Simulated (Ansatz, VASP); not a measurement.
InSe in VASP and in Ansatz

```
In Se
1.0
     1.97297    1.13909    8.32593
    -1.97297    1.13909    8.32593
     0.00000   -2.27819    8.32593
In Se
2 2
Direct
  0.88860 0.88860 0.88860
  0.00000 0.00000 0.00000
  0.17190 0.17190 0.17190
  0.38350 0.38350 0.38350
```

Change from the starting cell: volume scaled by 0.96.

Alike in both runs: task single point; functional PBE; k mesh 8 × 8 × 8; occupations fermi-dirac, width 0.05 eV; no spin polarisation.

|  | VASP | Ansatz |
| --- | --- | --- |
| version | VASP 6.6.1 | Ansatz 0.2.0 |
| potentials or method | VASP PAW PBE potentials, release 64 (In_d, Se) | Ansatz PAW |
| plane-wave cutoff (eV) | 520 | 420 |
| valence electrons in the cell | 38 | 58 |

Ansatz gave:

```
gap on the k mesh at the Fermi level (eV)       : 0.56
least direct gap on the mesh (eV)               : 0.56
pressure (GPa)                                  : 5.3
largest component of the traceless stress (GPa) : 0.99
rms of the force components (eV/Å)              : 0.324
```

**Question.** Which values does VASP return?

**Answer.** gap on the k mesh at the Fermi level (eV): 0.54; least direct gap on the mesh (eV): 0.54; pressure (GPa): 5.3; largest component of the traceless stress (GPa): 1.00; rms of the force components (eV/Å): 0.334.

Atom by atom the forces differ by 0.010 eV/Å (rms over components). The two sets of potentials don't hold the same shells in valence.

Caveats: spin-orbit coupling is left out, which moves the levels of the heavy elements. A k mesh can miss the band edges.
